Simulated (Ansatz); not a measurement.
A 4-atom cell of InSe (C2/m) from a materials database, relaxed with r2SCAN+rVV10 in the plane-wave code Ansatz. Space group C2/m (No. 12), monoclinic; a = 11.759 Å, b = 4.110 Å, c = 4.698 Å, β = 110.3° in the conventional setting, 26.61 Å³ an atom. In has 3 Se at 2.68–2.69 Å and 1 In at 2.79 Å; Se has 3 In at 2.68–2.69 Å.

The axes x, y and z are those of this cell:
```
CELL_PARAMETERS angstrom
5.87913 -2.05490 0.06814
5.87913 2.05490 0.06814
-1.68332 0.00000 4.38589
ATOMIC_POSITIONS crystal
In 0.11320 0.11320 0.96513
In 0.88680 0.88680 0.03487
Se 0.34258 0.34258 0.35094
Se 0.65742 0.65742 0.64906
```

Unstrained: With PBE the valence top lies at k = (0.286, 0.286, -1/3) and the conduction bottom at k = (0.404, 0.404, -0.052), 0.907 eV higher; the smallest vertical gap, at k = (0.286, 0.286, -1/3), is 1.226 eV. The r2SCAN gap is indirect, 1.268 eV (k = (0.286, 0.286, -1/3) to k = (0.404, 0.404, -0.052)), below the direct gap of 1.614 eV at A. Meshes: PBE 6×6×6, r2SCAN 6×6×6. Strains are changes of length per length. After each strain the atoms were relaxed again with r2SCAN+rVV10 within the symmetry that the strain leaves, so tilts or polar shifts that break it weren't tested; points keep the names that they have in the unstrained zone. Calculated for a static, non-magnetic cell.

Question: Apply uniaxial -2.78 % along x, other directions held. How far does the gap move, against the unstrained cell?

Answer: PBE: the gap goes from 0.907 to 0.823 eV (-0.084 eV); the edges go from (0.286, 0.286, -1/3) → (0.404, 0.404, -0.052) to (0.315, 0.315, -0.310) → A. r2SCAN: the gap goes from 1.268 to 1.186 eV (-0.082 eV); the edges go from (0.286, 0.286, -1/3) → (0.404, 0.404, -0.052) to (0.315, 0.315, -0.310) → A.

Question: Apply isotropic -5.94 % on every length. How far does the gap move, against the unstrained cell?

Answer: PBE: the gap goes from 0.907 to 0.787 eV (-0.120 eV); the edges go from (0.286, 0.286, -1/3) → (0.404, 0.404, -0.052) to (0.253, 0.253, -0.354) → (1/3, 1/3, 0.057). r2SCAN: the gap goes from 1.268 to 1.171 eV (-0.097 eV); the edges go from (0.286, 0.286, -1/3) → (0.404, 0.404, -0.052) to (0.253, 0.253, -0.354) → (1/3, 1/3, 0.057).

Spin-orbit coupling is left out, which matters wherever the heavy atoms make up the band edges.

Where an edge lies off the special points, it is a point of the mesh or the k point where a search put PBE's edge or least direct gap, reused for the other functionals, whose own edges may lie a little apart.

Coordinates of k points refer to the reciprocal vectors of the primitive cell of the runs.
